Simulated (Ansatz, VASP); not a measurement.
## Two plane-wave programs on Nb

INCAR

```
  ALGO = Normal
  EDIFF = 1E-8
  ENCUT = 520
  GGA = PE
  ISIF = 2
  ISMEAR = -1
  LASPH = True
  LCHARG = False
  LEFG = True
  LREAL = False
  LWAVE = False
  NBANDS = 12
  NELM = 100
  PREC = Accurate
  SIGMA = 0.08
```

The input KPOINTS:

```
k-points
0
Gamma
  13 13 13
```

POSCAR

```
Nb
1.0
   -0.0105750000      2.1150000000      2.1150000000
    2.1150000000     -0.0105750000      2.1150000000
    2.1044250000      2.1044250000      0.0000000000
Nb
1
Direct
    0.0000000000      0.0000000000      0.0000000000
```

Input for Ansatz:

```yaml
crystal:
  lattice:
    - [-0.010575, 2.115, 2.115]
    - [2.115, -0.010575, 2.115]
    - [2.104425, 2.104425, 0.0]
  atoms:
    - { symbol: Nb, position: [0.0, 0.0, 0.0] }
kpoints:
  mp_grid: { grid: [13, 13, 13] }
scf:
  occupations: { method: fermi_dirac, width: 0.08 }
hamiltonian:
  xc: pbe
  pseudopotentials: { kind: paw }
output:
  forces: true
  stress: true
  eigenvalues: true
  efg: { contact_densities: true }
```

Change from the starting cell: xy shear strain of -1 %, PAW files.

Alike in both runs: task electric field gradients; functional PBE; k mesh 13 × 13 × 13; occupations fermi-dirac, width 0.08 eV; no spin polarisation.

|  | VASP | Ansatz |
| --- | --- | --- |
| version | VASP 6.6.1 | Ansatz 0.2.0 |
| potentials or method | VASP PAW PBE potentials, release 64 (Nb_sv) | PAW with Ansatz's default frozen-core files, scalar-relativistic |
| plane-wave cutoff (eV) | 520 | 420 |
| valence electrons in the cell | 13 | 13 |

```tsv
	VASP	Ansatz	Ansatz less VASP
pressure (GPa)	-1.4	-1.1	+0.31
largest component of the traceless stress (GPa)	0.43	0.44	+0.016
Vzz of the field gradient on the site that differs most (V/Å²)	1.2	0.9	-0.29
```

With one functional, cell and mesh, what is left measures potentials, basis and numerics. Ansatz warned: «gradients_without_spin_orbit».
